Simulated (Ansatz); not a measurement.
# BAs (F-43m) in Ansatz: a series of runs

Runs on BAs. Level: PBE0. Tasks: band structure, single point, equation of state.

All numbers are computed with Ansatz 0.2.0; they aren't measurements. Logs are shortened: lines on timing, memory, paths and dates and some standing lists are left out, and cuts for length are marked.

## (1) The structure

Symmetry: F-43m, No. 216, cubic system. Conventional cell: a = 4.777 Å, b = 4.777 Å, c = 4.777 Å, α = 90.00°, β = 90.00°, γ = 90.00°. As (site symmetry -43m) is surrounded by 4 B at 2.07 Å. B (site symmetry -43m) is surrounded by 4 As at 2.07 Å.

## (2) Band structure, PBE0

File input.yaml:

```yaml
crystal:
  lattice:
    - [0.0, 2.3885, 2.3885]
    - [2.3885, 0.0, 2.3885]
    - [2.3885, 2.3885, 0.0]
  atoms:
    - { symbol: As, position: [0.75, 0.75, 0.75] }
    - { symbol: B, position: [0.0, 0.0, 0.0] }
hamiltonian:
  xc: pbe0
  pseudopotentials: { kind: paw }
kpoints:
  mp_grid: { grid: [6, 6, 6] }
  band_path:
    path:
      - [[0.0, 0.0, 0.0], [0.5, 0.0, 0.5], [0.5, 0.25, 0.75], [0.375, 0.375, 0.75], [0.0, 0.0, 0.0], [0.5, 0.5, 0.5], [0.625, 0.25, 0.625], [0.5, 0.25, 0.75], [0.5, 0.5, 0.5], [0.375, 0.375, 0.75]]
      - [[0.625, 0.25, 0.625], [0.5, 0.0, 0.5]]
    npoints: 4
scf:
  occupations: { method: fermi_dirac, width: 0.05 }
  n_extra_bands: 6
output:
  forces: true
  stress: true
  eigenvalues: true
  fatbands: false
```

Potentials or basis: Ansatz PAW.

Command:

```bash
ansatz run input.yaml --threads 2 --pin off --max-ram 5632MiB --backend cpu --events-out ev --progress --plain --runs-dir out
```

The program printed:

```text
Warning: output.stress: scf.convergence.dr2_threshold = 1e-7 eV (the SCF's general default) is looser than the 2e-10 eV advised for a printed stress (1e-10 eV for each atom of the cell: 2). What an SCF threshold leaves in a stress goes as its square root, and in the free energy as the threshold itself, and one threshold admits the most on a small cell: of the crystals measured, under no hybrid functional and no lock of the moments, on runs that ended without the residual-converged pass, on stresses that held no estimate of that error, the worst erred by over 100 MPa in a component at 1e-7 eV an atom and by under 5 at 1e-10. Set scf.convergence.dr2_threshold to 2e-10 eV or tighter. The threshold is an SCF's pass mark: one that does not reach it within its budget of iterations ends unconverged, or closes short of it on a stop that the run arms, and scf.convergence.dr2_threshold's page says what that costs each kind of run
Warning: output.stress: scf.exx.energy_threshold = 1e-6 eV is looser than the 2e-8 eV advised for a stress under a hybrid functional (1e-8 eV for each atom of the cell: 2). Every SCF of the exchange loop can meet its threshold on dr2 while the loop round them stops early: no threshold on dr2 bounds what that leaves in the stress. Set scf.exx.energy_threshold to 2e-8 eV or tighter. The threshold is the loop's pass mark: a loop that does not reach it within its budget of cycles ends unconverged, and scf.exx.energy_threshold's page has the law
Warning: RAYON_NUM_THREADS=2 ignored (pool sized by the plan → 2); use --threads N
scf.n_extra_bands = 6 over 9 filled bands (N_el = 18.0): the run solves 15 bands
Engine: ansatz 0.2.0, aarch64-unknown-linux-gnu
Pseudopotentials: kind: paw
Pseudopotential: As, paw, valence charge 15, recommended cutoff 420 eV (normal), As.paw.azcp
Pseudopotential: B, paw, valence charge 3, recommended cutoff 420 eV (normal), B.paw.azcp
Functional definition: PBE0
  parameter a = 0.25
  parameter kappa = 0.804
  parameter beta = 0.06672455060314922
  exchange = (1 - a)*pbe_x(kappa = kappa, mu = beta*pi^2/3) + a*exact_x
  correlation = pbe_c(beta = beta)
Crystal: 2 atoms, lattice volume = 27.252 Å³
Basis set: ecut = 420 eV, 531 PW (Γ), exchange–correlation on 48×48×48 points (8 copies of the dense FFT grid, shifted against one another)
Bands: 15, of which v1, the nominal top of the filled ones, is band 9 counted from 1 (8 counted from 0)
Symmetry: 24 space group operations
Space group: F-43m (ITA 216), of the structure as read, at distance tolerance 3.0e-5 Å
k-points: 16 of 216 (time reversal used)
Non-local potential: As, projectors of the file, l = 0: 2, l = 1: 2, l = 2: 3, l = 3: 1
Non-local potential: B, projectors of the file, l = 0: 2, l = 1: 2, l = 2: 1
PAW form: soft (Blöchl's): semilocal exchange-correlation on the pseudo side does not see the compensation charge
PAW frozen core: As, regenerated for the run's functional, and the local potential with it (the file was generated under x = pbe(κ = 0.804, μ = 0.2195149727645171), c = pbe(β = 0.06672455060314922))
PAW frozen core: B, regenerated for the run's functional, and the local potential with it (the file was generated under x = pbe(κ = 0.804, μ = 0.2195149727645171), c = pbe(β = 0.06672455060314922))
PAW one-centre angular grid: As, 590 points (default); XC on 64 Gauss nodes
PAW one-centre angular grid: B, 110 points (default); XC on 64 Gauss nodes
Initial density: superposition of atomic densities (neutral atoms: chi_scale 0, normalization atom), corrected by the library's trained network
Initial wavefunctions: pseudopotential atomic-orbital guess
Functional: x = pbe(κ = 0.804, μ = 0.2195149727645171), c = pbe(β = 0.06672455060314922), warm-up for x = 0.75 pbe(κ = 0.804, μ = 0.2195149727645171) + 0.25 exact, c = pbe(β = 0.06672455060314922)
SCF iter   1: F=—  HF=-5012.080350 eV  |F-HF|=—  |Δ(HF+E_count)|=         —  Δρ=9.18e-4  dr2=1.06e-4  ethr=1.77e-3  ⟨swp⟩=2.0  Hψ=1560  notcnv=0
preconditioner: auto → none  [insulator: Δε(μ)=1.282 eV  Ē_g=14.641 eV  σ=0.050 eV  W_gap=1.00  n_scr=8 (ndim 8)  ℏωp=20.1 eV  f_vac=0.001  D(μ)=0.00/eV (n_scr^D=0)]
SCF iter   2: F=-5012.080486 eV  HF=-5012.080436 eV  |F-HF|=5.04e-5  |Δ(HF+E_count)|=   8.53e-5  Δρ=4.33e-4  dr2=2.63e-5  ethr=5.91e-7  ⟨swp⟩=3.4  Hψ=531  notcnv=0  defer=3
SCF 1 stopped early in 2 iterations: F = -5012.080486 eV  dr2 = 2.63e-5
Initial density: handed on by an earlier stage of this run
Initial wavefunctions: those handed on with the density
Functional: x = 0.75 pbe(κ = 0.804, μ = 0.2195149727645171) + 0.25 exact, c = pbe(β = 0.06672455060314922)
Frozen-core exchange: fock
SCF iter   1: F=—  HF=-5013.496026 eV  |F-HF|=—  |Δ(HF+E_count)|=         —  Δρ=6.35e-3  dr2=5.90e-3  ethr=1.46e-6  ⟨swp⟩=5.9  Hψ=1069  notcnv=0
preconditioner: auto → none  [insulator: Δε(μ)=2.554 eV  Ē_g=17.178 eV  σ=0.050 eV  W_gap=1.00  n_scr=8 (ndim 8)  ℏωp=20.1 eV  f_vac=0.001  D(μ)=0.00/eV (n_scr^D=0)]
SCF iter   2: F=—  HF=-5013.489517 eV  |F-HF|=—  |Δ(HF+E_count)|=   6.51e-3  Δρ=2.88e-3  dr2=1.51e-3  ethr=1.46e-6  ⟨swp⟩=4.0  Hψ=729  notcnv=0
SCF iter   3: F=—  HF=-5013.489235 eV  |F-HF|=—  |Δ(HF+E_count)|=   2.82e-4  Δρ=1.25e-3  dr2=5.81e-4  ethr=1.46e-6  ⟨swp⟩=3.0  Hψ=434  notcnv=0
SCF iter   4: F=—  HF=-5013.494334 eV  |F-HF|=—  |Δ(HF+E_count)|=   5.10e-3  Δρ=7.62e-4  dr2=6.52e-5  ethr=7.98e-7  ⟨swp⟩=4.0  Hψ=649  notcnv=0
iter 5 solved again at ethr=3.60e-9 eV; its pass at ethr=3.32e-7 eV (dr2=6.47e-7 eV) is discarded
SCF iter   5: F=—  HF=-5013.494291 eV  |F-HF|=—  |Δ(HF+E_count)|=   4.29e-5  Δρ=6.04e-5  dr2=8.62e-6  ethr=3.60e-9  ⟨swp⟩=4.2  Hψ=1030  notcnv=0  defer=3
SCF iter   6: F=-5013.494355 eV  HF=-5013.494356 eV  |F-HF|=9.99e-7  |Δ(HF+E_count)|=   6.49e-5  Δρ=9.20e-5  dr2=1.68e-6  ethr=3.59e-9  ⟨swp⟩=4.0  Hψ=721  notcnv=0
SCF 2 stopped early in 6 iterations: F = -5013.494355 eV  dr2 = 1.68e-6
hybrid outer 1: dexx = +5.787e-3 eV, tail = 6.12e-5 eV
Frozen-core exchange: fock
SCF iter   1: F=—  HF=-5013.494611 eV  |F-HF|=—  |Δ(HF+E_count)|=         —  Δρ=7.56e-5  dr2=8.77e-7  ethr=1.70e-6  ⟨swp⟩=2.8  Hψ=492  notcnv=0
preconditioner: auto → none  [insulator: Δε(μ)=2.612 eV  Ē_g=17.185 eV  σ=0.050 eV  W_gap=1.00  n_scr=8 (ndim 8)  ℏωp=20.1 eV  f_vac=0.001  D(μ)=0.00/eV (n_scr^D=0)]
SCF iter   2: F=—  HF=-5013.494611 eV  |F-HF|=—  |Δ(HF+E_count)|=   4.03e-8  Δρ=1.28e-5  dr2=6.18e-8  ethr=4.56e-9  ⟨swp⟩=4.0  Hψ=613  notcnv=0
SCF iter   3: F=-5013.494611 eV  HF=-5013.494611 eV  |F-HF|=9.53e-10  |Δ(HF+E_count)|=   2.15e-7  Δρ=7.15e-6  dr2=4.74e-9  ethr=1.15e-10  ⟨swp⟩=4.2  Hψ=655  notcnv=0  defer=1
SCF 3 converged in 3 iterations: F = -5013.494611 eV  dr2 = 4.74e-9
  Residual-converged pass: ⟨swp⟩=2.2  Hψ=385  notcnv=0  max |occ|·‖R‖ = 2.4e-6 eV (tolerance 2.4e-6 eV)  dr2=4.74e-9  dr2_onsite=2.11e-9  max |Δocc| = 1.4e-19
hybrid outer 2: dexx = +3.329e-7 eV, tail = 3.33e-8 eV, Δε = 1.91e-3 eV (about 1.01e-4 eV left of the loop's levels)
NSCF: frozen V_eff on 42 k-points
hybrid SCF converged: 2 outer / 9 inner (+2 warm-up), last move |dexx| = 3.33e-7 eV, tail = 3.33e-8 eV
Stability not checked: this state was not tested for a lower state beside it, because the functional holds exact exchange (a hybrid, or Hartree-Fock), whose exchange loop this test does not read (fock_operator; see scf.lower_state_search)
Free energy (F): -5013.494611 eV
Frozen-core exchange: fock
Harris-Foulkes:  -5013.494611 eV  (|F-HF|=9.53e-10)
Internal energy: -5013.494611 eV  (E = F + TS)
E sigma→0 (E₀):  -5013.494611 eV
Fermi energy:    11.699450 eV
--- Per-component energies (eV) ---
  E_band       = -264.397555
  E_kinetic    = 151.116360
  E_local      = -1693.551255  (includes V_loc(G=0)·N_el)
  E_nonlocal   = -658.472474
  E_hartree    = 940.846517
  E_xc         = -86.111392
  E_vxc        = -91.056381  (∫ρ·V_xc dr)
  E_exx        = -74.156679  (= α·E_x^exact, valence–valence)
  E_paw        = -1866.589472  (= ΣΔE_a)
  E_vpaw       = 294.187742  (= ΣTr[D̂ρ^β])
  E_aug_tail   = 0.000007  (compensation charges beyond the density's cutoff)
  E_ewald      = -1725.774997
  E_core_change = -0.801228  (= ΣΔE_core)
  E_smearing   = -0.000000  (= −TS)
  E_closure    = -0.000000  (closes the sum)
  Σ components = -5013.494611   (vs F -5013.494611, Δ=-9.09e-13)
--- Forces (eV/Å), atoms counted from 1 ---
  atom   1  As    -0.00000000     0.00000000     0.00000000
  atom   2  B     -0.00000000     0.00000000     0.00000000
  max |Σ_I F_I| component: 5.26e-16 eV/Å
--- Stress (GPa, compression-positive) ---
       -0.559098      -0.000000      -0.000000
        0.000000      -0.559098       0.000000
       -0.000000       0.000000      -0.559098
  P = ⅓ Tr σ = -0.5591 GPa (-5.591 kbar)
--- Band table (eV; the first three rows and the last of 16) ---
  k-point 0: bands = ["-28.9587", "-28.9587", "-28.9587", "-28.9316", "-28.9316", "-6.6419", "10.4116", "10.4116", "10.4116", "15.2033", "15.2033", "15.2033", "16.9758", "21.7098", "25.4126"]
  k-point 1: bands = ["-28.9579", "-28.9568", "-28.9568", "-28.9314", "-28.9314", "-6.1414", "7.1661", "9.6752", "9.6752", "15.2901", "16.1742", "16.1742", "18.9871", "23.2383", "23.5720"]
  k-point 2: bands = ["-28.9562", "-28.9536", "-28.9536", "-28.9305", "-28.9305", "-4.7359", "2.9109", "8.7342", "8.7342", "14.8343", "16.8954", "16.8954", "21.0693", "23.7796", "24.4142"]
  k-point 15: bands = ["-28.9589", "-28.9477", "-28.9429", "-28.9354", "-28.9277", "-1.7934", "1.1736", "4.7226", "4.9383", "15.7132", "15.9970", "21.0868", "21.3032", "25.0521", "28.3624"]
```

It took 2.1 min on 2 threads of Arm Neoverse V1, shared host; peak memory 0.85 GiB.

What came out:

```yaml
Free_energy: -5013.4946 eV
Pressure: -0.6 GPa
Band_gap_on_the_k_mesh: 2.61 eV, indirect (least direct gap 4.79 eV)
Band_gap_along_the_path: 2.52 eV, indirect (least direct gap 4.79 eV)
```

Levels at the corners of the path, in eV from the valence-band top:
```csv
point,band 6,band 7,band 8,band 9,band 10,band 11,band 12,band 13
Γ,-17.05,0.00,0.00,0.00,4.79,4.79,4.79,6.56
X,-12.34,-9.59,-4.52,-4.52,2.76,2.82,13.74,13.74
W,-12.15,-9.08,-6.06,-5.75,6.90,7.89,8.42,8.92
K,-12.39,-9.16,-6.58,-3.86,3.44,7.28,11.35,11.89
Γ,-17.05,0.00,0.00,0.00,4.79,4.79,4.79,6.56
L,-13.85,-9.81,-2.02,-2.02,4.24,6.41,6.41,10.72
U,-12.39,-9.16,-6.58,-3.86,3.44,7.28,11.35,11.89
W,-12.15,-9.08,-6.06,-5.75,6.90,7.89,8.42,8.92
L,-13.85,-9.81,-2.02,-2.02,4.24,6.41,6.41,10.72
K,-12.39,-9.16,-6.58,-3.86,3.44,7.28,11.35,11.89
U,-12.39,-9.16,-6.58,-3.86,3.44,7.28,11.35,11.89
X,-12.34,-9.59,-4.52,-4.52,2.76,2.82,13.74,13.74
```

Caveat: the k mesh misses the band edges, so the gap on the mesh is wider than the one along the path; the PAW data sets come from PBE, with cores solved anew for the run's functional, which leaves a small shift of forces and pressure; the thresholds are loose for stress.

(Part 1 of 2 ends here.)
